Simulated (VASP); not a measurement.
## TaN: relaxation of cell and atoms with PBEsol

Crystal: TaN.

```
CELL_PARAMETERS angstrom
2.92177 0.00000 0.00000
-1.46088 2.53033 0.00000
0.00000 0.00000 5.91652
ATOMIC_POSITIONS crystal
Ta 0.00000 0.00000 0.50000
Ta 0.00000 0.00000 0.00000
N 0.33333 0.66667 0.25000
N 0.66667 0.33333 0.75000
```

The cell comes from a database or a generator and needn't be the stable form of this composition.

```json
{
  "Program": "VASP 6.6.1",
  "Task": "relaxation of cell and atoms",
  "Functional": "PBEsol",
  "Potentials or basis": "VASP PAW PBE potentials, release 64 (Ta_pv, N)",
  "Cutoff": "600 eV",
  "k mesh": "10 × 10 × 5",
  "Occupations": "fermi-dirac, width 0.05 eV",
  "Spin": "no spin polarisation",
  "Further INCAR settings": "ALGO = Fast; EDIFF = 1e-06; IBRION = 2; EDIFFG = -0.005; NSW = 40; ISIF = 3"
}
```

```
Relaxed volume                         : 10.62 Å³/atom
Relaxed cell                           : a = 2.893 Å, b = 2.893 Å, c = 5.862 Å, α = 90.00°, β = 90.00°, γ = 120.00°
Space group after relaxing (to 0.05 Å) : P6_3/mmc (No. 194)
Energy gained by relaxing              : 9.9 meV/atom
Ionic steps                            : 9
Pressure after relaxing                : 0.0 GPa
Band gap on the k mesh                 : none (metal or under the smearing width)
```

Step by step:
| step | energy change (eV) | largest force (eV/Å) | pressure (GPa) | volume (Å³) |
| --- | --- | --- | --- | --- |
| 1 | 0.0000 | 0.0000 | -9.76 | 43.74 |
| 2 | 0.1992 | 0.0000 | 28.58 | 39.66 |
| 3 | -0.0393 | 0.0000 | -0.27 | 42.52 |
| 4 | -0.0393 | 0.0000 | -0.08 | 42.49 |
| 5 | -0.0393 | 0.0000 | 0.13 | 42.47 |
| 6 | -0.0394 | 0.0000 | 0.20 | 42.45 |
| 7 | -0.0395 | 0.0000 | 0.18 | 42.46 |
| 8 | -0.0394 | 0.0000 | -0.30 | 42.51 |
| 9 | -0.0395 | 0.0000 | -0.03 | 42.48 |

Final structure:
```xyz
4
Lattice="2.8926 0.0000 0.0000 -1.4463 2.5051 0.0000 0.0000 0.0000 5.8618" Properties=species:S:1:pos:R:3 pbc="T T T"
Ta    0.0000    0.0000    2.9309
Ta    0.0000    0.0000    0.0000
N     0.0000    1.6700    1.4655
N     1.4463    0.8350    4.3964
```

Levels at points of the mesh, in eV from the Fermi level:
```
           k point  band 13  band 14  band 15  band 16  band 17  band 18  band 19  band 20
(0.00, 0.00, 0.00)    -3.52    -1.99    -1.99    -0.25    -0.25     0.57     0.57     2.45
(0.50, 0.00, 0.00)    -4.13    -3.85    -2.81    -2.20     2.92     4.18     5.03     5.41
```

Run time: 76 s on 1 thread of Intel(R) Xeon(R) 6975P-C (Granite Rapids), on a shared host, peak memory 0.2 GiB.

Caveat: the PAW data sets were made with another functional, which shifts forces and pressure a little. Spin-orbit coupling is left out, which matters for the levels of Ta.
